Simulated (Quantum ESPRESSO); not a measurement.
# Dipole at the next field: 2H-LaI2, 1 layer

How the rows were computed: Quantum ESPRESSO 7.5, PBE, GBRV ultrasoft; sawtooth field along the normal with dipole correction, ions clamped, threshold 1e-9 Ry; cell area 16.358 Å².

```
field (V/Å)  dipole (e Å a cell)
          0              0.00000
        0.1              0.05423
        0.2              0.10843
```

**Question.** What is the dipole at 0.4 V/Å, and what electrostatic thickness 4πα/A follows from the rows?

By hand: The slope is (0.10843 − (0.00000))/0.2 = 0.5421 e Å²/V, so 4πα/A = 180.95 × 0.5421/16.358 = 6.00 Å. Linear response gives p = 0.00000 + 0.5421 × (0.4) = 0.21686 e Å; a parabola through the three rows gives 0.21674.

**The withheld run.** p = 0.21696 e Å. The line misses by 0.0 % of the induced dipole and the parabola by 0.1 %. The response is linear over this range.

Caveats: Electrons alone respond; local and semilocal functionals tend to overscreen.

[Logs are printed without paths, hosts, clocks, repeated set-up lines and the standing remarks that a program may print on its own settings, such as how far it seeks lower states.]
